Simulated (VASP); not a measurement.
**Se: single point with RPBE**

The system is Se.

```
Se
1.0
     2.85535    0.00000    0.00000
     0.00000    2.85535    0.00000
     0.00000    0.00000    2.85535
Se
1
Direct
  0.00000 0.00000 0.00000
```

This isn't the form of Se at room conditions, which is trigonal, of chains.

```yaml
Program: VASP 6.6.1
Task: single point
Functional: RPBE
Potentials_or_basis: VASP PAW PBE potentials, release 64 (Se)
Cutoff: 520 eV
k_mesh: 18 × 18 × 18
Occupations: fermi-dirac, width 0.1 eV
Spin: no spin polarisation
Dipole_correction: no
Further_INCAR_settings: ALGO = Normal; EDIFF = 1e-06; NBANDS = 9
```

```yaml
Pressure: 0.1 GPa
Band_gap_on_the_k_mesh: none (metal or under the smearing width)
```

Levels at points of the mesh, in eV from the Fermi level:
```
           k point  band 1  band 2  band 3  band 4  band 5  band 6  band 7
(0.00, 0.00, 0.00)  -15.78    1.33    1.33    1.33    7.78    7.78    7.87
(0.50, 0.00, 0.00)  -13.83   -6.68    2.67    2.67    9.85   11.39   12.57
(0.50, 0.50, 0.00)  -11.89   -4.85   -4.85    3.21    3.88   13.15   15.55
(0.50, 0.50, 0.50)   -9.91   -3.23   -3.23   -3.23    5.98    5.98    5.98
```

Run time: 19 s on 1 thread of Intel(R) Xeon(R) Platinum 8259CL CPU @ 2.50GHz (Skylake/Cascade Lake), with other jobs on the host, peak memory 0.17 GiB.

Caveat: the PAW data sets were made with another functional, which shifts forces and pressure a little.
